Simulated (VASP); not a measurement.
## Results of a VASP single-point calculation on SrO (strained rocksalt)

POSCAR

```
Sr O
 1.0000000000000000
     0.0000000000000000    2.5540934026000000    2.5938804082000000
     2.5540934026000000    0.0000000000000000    2.5938804082000000
     2.5540934026000000    2.5540934026000000    0.0000000000000000
 Sr  O
   1   1
Cartesian
  0.0000000000000000  0.0000000000000000  0.0000000000000000
  2.5540934026000000  2.5540934026000000  2.5938804082000000
```

```yaml
gap_between_bands_v_and_c: 3.23 eV
least_direct_gap: 3.31 eV
```

Band v is the last that the valence electrons fill when counted band by band, and c is the next. Levels in eV from the top of v:

| point | v−1 | v | c | c+1 |
| --- | --- | --- | --- | --- |
| Γ | 0.00 | 0.00 | 3.99 | 6.12 |
| X | -0.15 | -0.08 | 3.23 | 7.82 |
| K | -0.60 | -0.55 | 4.82 | 7.92 |
| L | -1.17 | -1.16 | 6.55 | 8.47 |
| W | -0.52 | -0.43 | 6.03 | 6.08 |

**Question.** Which of these levels of theory gave these results?
A. LDA
B. PBE0
C. HSE06
D. PBE
E. r²SCAN
F. PBE with spin–orbit coupling
G. PBEsol

**Answer.** D.

The INCAR was:

```
ISMEAR = -1
ISIF = 2
PREC = Accurate
LASPH = .TRUE.
GGA = PE
NSW = 0
LWAVE = .FALSE.
IBRION = -1
LCHARG = .FALSE.
LREAL = .FALSE.
EDIFF = 1E-7
NELM = 120
NBANDS = 15
ENCUT = 520
SIGMA = 0.02
```
